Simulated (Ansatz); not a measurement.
Runs of Ansatz 0.2.0 on Pb. Symmetry: Fd-3m, No. 227, cubic system. Conventional cell: a = 6.878 Å, b = 6.878 Å, c = 6.878 Å, α = 90.00°, β = 90.00°, γ = 90.00°. Around Pb (site symmetry -43m) lie 4 Pb at 2.98 Å. This isn't the form of Pb at room conditions, which is fcc.

```tsv
task	level	spin	cell	k mesh	cutoff (eV)	points for each segment of the path	gap on the mesh (eV)	pressure (GPa)	relaxed volume (Å³/atom)
single point	r2SCANh	off	as given	4 × 4 × 4	500	-	none	1.2	-
relaxation of cell and atoms	B3LYP	off	relaxed	4 × 4 × 4	420	-	none	0.0	45.84
relaxation of cell and atoms	HSE06	off	relaxed	4 × 4 × 4	420	-	none	0.0	42.94
relaxation of cell and atoms	PBE0	off	relaxed	4 × 4 × 4	420	-	none	0.0	(a)
single point	PBE0	off	as given	4 × 4 × 4	420	-	none	1.2	-
single point	HF	off	as given	4 × 4 × 4	420	-	none	1.2	-
band structure	HSE03	off	as given	4 × 4 × 4	420	4	none	1.9	-
band structure	HSEsol	off	as given	4 × 4 × 4	420	4	none	0.4	-
single point	r2SCAN0	off	as given	4 × 4 × 4	500	-	none	0.4	-
relaxation of cell and atoms	HSEsol	off	relaxed	4 × 4 × 4	420	-	none	0.0	(b)
single point	r2SCAN50	off	as given	4 × 4 × 4	500	-	none	-0.9	-
single point	PBE0	SOC, no magnetisation	as given	3 × 3 × 3	420	-	none	3.2	-
```

Alike in all rows: potentials or basis Ansatz PAW; smearing fermi-dirac 0.05 eV; the mesh is coarse, so values aren't converged.

Q: Fill in the values left out.

A: (a) 42.98; (b) 41.17.

Caveats: all runs use coarse meshes; the PAW data sets come from PBE, with cores solved anew for the run's functional, which leaves a small shift of forces and pressure; the thresholds are loose for stress (some runs); the plane-wave basis is chosen anew once the cell has moved, so the energies of steps on either side of that aren't comparable (some runs); spin-orbit coupling is left out, which moves the levels of the heavy elements (some runs).

A k mesh can miss the band edges, and rows without SOC leave out spin-orbit coupling on Pb.

A gap of «none» marks a metal or a gap under the smearing width.
